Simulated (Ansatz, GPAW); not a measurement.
# From spin parameters to the magnetic ion

A crystal has the composition NaZr2MF11, where M is a 3d element. A calculation (PBE+U, spin-orbit coupling in second variation, Ansatz) gives:

| Property | Result |
| --- | --- |
| S | 1/2 |
| g | 2.1216, 2.1581, 2.3306 |
| moment in its sphere | 0.80 μB |

Q: Name the magnetic ion and its oxidation state.

The crystal is NaZr2CuF11, space group P-1. The spin sits on Cu, with 6 F at 1.92 to 2.42 Å round it. With the usual charges of the other elements M must be +2. High-spin ions of that charge with S = 1/2 are d9 and d1, Cu and Sc; the sign of the g shift picks Cu²⁺ d⁹. Low-spin ions are left aside. The shift is positive: in a shell more than half full the orbital moment adds to the spin.

[Hosts, paths, dates, database ids (printed as entryN), source tags and the programs' standing remarks are cut or masked in the printed files.]
